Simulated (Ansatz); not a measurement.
Wanted: the native input for an Ansatz 0.2.0 run.

| Quantity | Value |
| --- | --- |
| Task | band structure |
| Functional | PBEsol |
| Potentials or basis | Ansatz PAW |
| Cutoff | 420 eV (not typed: the program's choice for these potentials) |
| k mesh | 6 × 6 × 6 |
| Occupations | fermi-dirac, width 0.05 eV |
| Spin | collinear spin, ferromagnetic start |
| Starting moments | [1.0, 1.0, 1.0, 1.0, 0.0, 0.0, 0.0, 0.0] μB |
| Hubbard terms | Ni d U = 8 eV |
| Path | [["G", "X", "M", "G", "R", "X"], ["M", "R"]] |
| Points for each segment of the path | 10 |
| Hubbard projectors | ortho-atomic (the default) |
| Double counting | fll (the default) |

SiNi:

```
Ni Si
1.0
     4.50369    0.00000    0.00000
     0.00000    4.50369    0.00000
     0.00000    0.00000    4.50369
Ni Si
4 4
Direct
  0.14950 0.14950 0.14950
  0.64950 0.35050 0.85050
  0.85050 0.64950 0.35050
  0.35050 0.85050 0.64950
  0.84683 0.84683 0.84683
  0.34683 0.65317 0.15317
  0.15317 0.34683 0.65317
  0.65317 0.15317 0.34683
```

The cell is a database's computed one.

These files were run (other wordings do the same):

input.yaml

```yaml
crystal:
  lattice:
    - [4.503694, 0.0, 0.0]
    - [0.0, 4.503694, 0.0]
    - [0.0, 0.0, 4.503694]
  atoms:
    - { symbol: Ni, position: [0.149504, 0.149504, 0.149504], spin: 1.0 }
    - { symbol: Ni, position: [0.649504, 0.350496, 0.850496], spin: 1.0 }
    - { symbol: Ni, position: [0.850496, 0.649504, 0.350496], spin: 1.0 }
    - { symbol: Ni, position: [0.350496, 0.850496, 0.649504], spin: 1.0 }
    - { symbol: Si, position: [0.84683, 0.84683, 0.84683] }
    - { symbol: Si, position: [0.34683, 0.65317, 0.15317] }
    - { symbol: Si, position: [0.15317, 0.34683, 0.65317] }
    - { symbol: Si, position: [0.65317, 0.15317, 0.34683] }
hamiltonian:
  xc: pbesol
  pseudopotentials: { kind: paw }
  hubbard: { sites: [{ species: Ni, l: d, u_eff: 8.0 }] }
magnetization:
  spin_polarized: true
kpoints:
  mp_grid: { grid: [6, 6, 6] }
  band_path:
    path:
      - [[0.0, 0.0, 0.0], [0.0, 0.5, 0.0], [0.5, 0.5, 0.0], [0.0, 0.0, 0.0], [0.5, 0.5, 0.5], [0.0, 0.5, 0.0]]
      - [[0.5, 0.5, 0.0], [0.5, 0.5, 0.5]]
    npoints: 10
scf:
  occupations: { method: fermi_dirac, width: 0.05 }
  n_extra_bands: 20
output:
  forces: true
  stress: true
  eigenvalues: true
  fatbands: false
```

Potentials or basis: Ansatz PAW.

The run is started by

```console
$ ansatz run input.yaml --threads 4 --pin off --max-ram 11264MiB --backend cpu --events-out ev --progress --plain --runs-dir out
```

Results of the run:

* Pressure: -5.7 GPa
* Largest force: 0.155 eV/Å
* Band gap on the k mesh: none (metal or under the smearing width)
* Net moment: 0.00 μB per cell
* Absolute moment: 0.00 μB per cell

Caveat: the magnetic or orbital state may not be the lowest; the PAW data sets come from PBE, with cores solved anew for the run's functional, which leaves a small shift of forces and pressure; the U is typed as a test and isn't derived for this compound; the starting moments weren't kept.

It took 51 s on 4 threads of Arm Neoverse V2 (shared host), peak memory 1.3 GiB.
